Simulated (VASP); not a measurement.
Wanted: the native input for a VASP 6.6.1 run.

```
Task                   : band structure
Functional             : PBE
Potentials or basis    : VASP PAW PBE potentials, release 64 (Pb, Se)
Cutoff                 : 500 eV
k mesh                 : 8 × 8 × 8
Occupations            : fermi-dirac, width 0.05 eV
Spin                   : no spin polarisation
Further INCAR settings : ALGO = Normal; EDIFF = 1e-07; NBANDS = 12
```

PbSe (Clausthalite):

```
Pb Se
1.0
     0.00000    3.06065    3.06065
     3.06065    0.00000    3.06065
     3.06065    3.06065    0.00000
Pb Se
1 1
Cartesian
  0.0000 0.0000 0.0000
  3.0606 3.0606 3.0606
```

One way to write it, as run:

POSCAR

```
PbSe
1.0
    0.0000000000      3.0606500000      3.0606500000
    3.0606500000      0.0000000000      3.0606500000
    3.0606500000      3.0606500000      0.0000000000
Pb Se
1 1
Direct
    0.0000000000      0.0000000000      0.0000000000
    0.5000000000      0.5000000000      0.5000000000
```

INCAR.step1

```
ALGO = Normal ; EDIFF = 1E-7
ENCUT = 500 ; GGA = PE
ISIF = 2 ; ISMEAR = -1
LASPH = T ; LCHARG = T
LREAL = F ; LWAVE = F
NBANDS = 12 ; NELM = 100
PREC = Accurate ; SIGMA = 0.05
```

KPOINTS.step1

```
k-points
0
Gamma
  8 8 8
```

INCAR.step2

```
ALGO = Normal ; EDIFF = 1E-7
ENCUT = 500 ; GGA = PE
ICHARG = 11 ; ISIF = 2
ISMEAR = 0 ; LASPH = T
LCHARG = F ; LREAL = F
LWAVE = F ; NBANDS = 12
NELM = 100 ; PREC = Accurate
SIGMA = 0.05
```

KPOINTS.step2

```
path GXWKGLUWLK,UX
15
line-mode
reciprocal
 0.0000000000  0.0000000000  0.0000000000  G
 0.5000000000  0.0000000000  0.5000000000  X

 0.5000000000  0.0000000000  0.5000000000  X
 0.5000000000  0.2500000000  0.7500000000  W

 0.5000000000  0.2500000000  0.7500000000  W
 0.3750000000  0.3750000000  0.7500000000  K

 0.3750000000  0.3750000000  0.7500000000  K
 0.0000000000  0.0000000000  0.0000000000  G

 0.0000000000  0.0000000000  0.0000000000  G
 0.5000000000  0.5000000000  0.5000000000  L

 0.5000000000  0.5000000000  0.5000000000  L
 0.6250000000  0.2500000000  0.6250000000  U

 0.6250000000  0.2500000000  0.6250000000  U
 0.5000000000  0.2500000000  0.7500000000  W

 0.5000000000  0.2500000000  0.7500000000  W
 0.5000000000  0.5000000000  0.5000000000  L

 0.5000000000  0.5000000000  0.5000000000  L
 0.3750000000  0.3750000000  0.7500000000  K

 0.6250000000  0.2500000000  0.6250000000  U
 0.5000000000  0.0000000000  0.5000000000  X
```

Potentials or basis: VASP PAW PBE potentials, release 64 (Pb, Se).

Run with:

```sh
$ cat potpaw_PBE.64/Pb/POTCAR potpaw_PBE.64/Se/POTCAR > POTCAR
$ cp INCAR.step1 INCAR
$ cp KPOINTS.step1 KPOINTS
$ mpirun -np 1 vasp_std > vasp.out
$ cp INCAR.step2 INCAR
$ cp KPOINTS.step2 KPOINTS
$ mpirun -np 1 vasp_std > vasp.out
```

Results of the run:

```json
{
 "Band gap on the k mesh": "0.29 eV, direct",
 "Band gap along the path": "0.29 eV, direct"
}
```

Caveat: the log is that of the step along the path at fixed density, whose energy, stress, charges and moments have no meaning; spin-orbit coupling is left out, which as a rule narrows the gap of such compounds by several tenths of an eV.

It took 46 s on 1 thread of Intel(R) Xeon(R) Platinum 8488C (Sapphire Rapids), on a shared host, peak memory 0.24 GiB.
